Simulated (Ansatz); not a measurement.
CaO built on the zincblende prototype, relaxed with r2SCAN: 8 runs in Ansatz, each a construction of maximally localised Wannier functions. It is cubic, F-43m (No. 216); a = 5.213 Å in the conventional setting, 17.71 Å³ an atom. Ca has 4 O at 2.26 Å; O has 4 Ca at 2.26 Å. Simulation only: spin-unpolarised, and no claim that this is the phase found in nature.

```xyz
2
Lattice="0.0000 2.6067 2.6067 2.6067 0.0000 2.6067 2.6067 2.6067 0.0000" Properties=species:S:1:pos:R:3 pbc="T T T"
Ca    0.0000    0.0000    0.0000
O     1.3034    1.3034    1.3034
```

Windows count from the top of the filled bands; a dash means that no such window was set (without an outer window there is no disentanglement).

```
functional  SCF mesh  trial orbitals  functions   mesh  window (eV)  frozen (eV)  Ω total (Å²)  Ω invariant (Å²)  largest spread (Å²)  least projectability  interpolation miss of the model's filled bands (eV, to the nearest computed level)
       PBE     6×6×6        O s, O p          4  6×6×6            –            –          4.28              3.82                 1.07                  0.89                                                                               0.004
       PBE     6×6×6        O s, O p          4  4×4×4            –            –          4.05              3.61                 1.01                  0.89                                                                               0.029
       PBE     6×6×6        O s, O p          4  8×8×8            –            –          4.36              3.89                 1.09                  0.89                                                                               0.001
       PBE     6×6×6             O p          3  6×6×6            –            –          3.58              3.54                 1.19                  0.89                                                                               0.004
    r2SCAN     6×6×6        O s, O p          4  6×6×6            –            –          4.32              3.86                 1.08                  0.86                                                                               0.003
     HSE06     6×6×6             O p          3  6×6×6            –            –          3.37              3.35                 1.12                  0.91                                                                                   –
```

Task: Estimate from these rows what the further settings give.
```tsv
functional	SCF mesh	trial orbitals	functions	mesh	window (eV)	frozen (eV)
r2SCAN	6×6×6	O p	3	6×6×6	–	–
HSE06	6×6×6	O s, O p	4	6×6×6	–	–
```

Result:

| functional | SCF mesh | trial orbitals | functions | mesh | window (eV) | frozen (eV) | Ω total (Å²) | Ω invariant (Å²) | largest spread (Å²) | least projectability | interpolation miss of the model's filled bands (eV, to the nearest computed level) |
| --- | --- | --- | --- | --- | --- | --- | --- | --- | --- | --- | --- |
| r2SCAN | 6×6×6 | O p | 3 | 6×6×6 | – | – | 3.47 | 3.44 | 1.16 | 0.90 | 0.003 |
| HSE06 | 6×6×6 | O s, O p | 4 | 6×6×6 | – | – | 4.24 | 3.78 | 1.06 | 0.86 | – |

A dash in the last column means that the miss wasn't evaluated.

For O s, O p with PBE the spread goes 4.05 Å² (4×4×4), 4.28 Å² (6×6×6), 4.36 Å² (8×8×8): finite differences on a coarse mesh understate it.
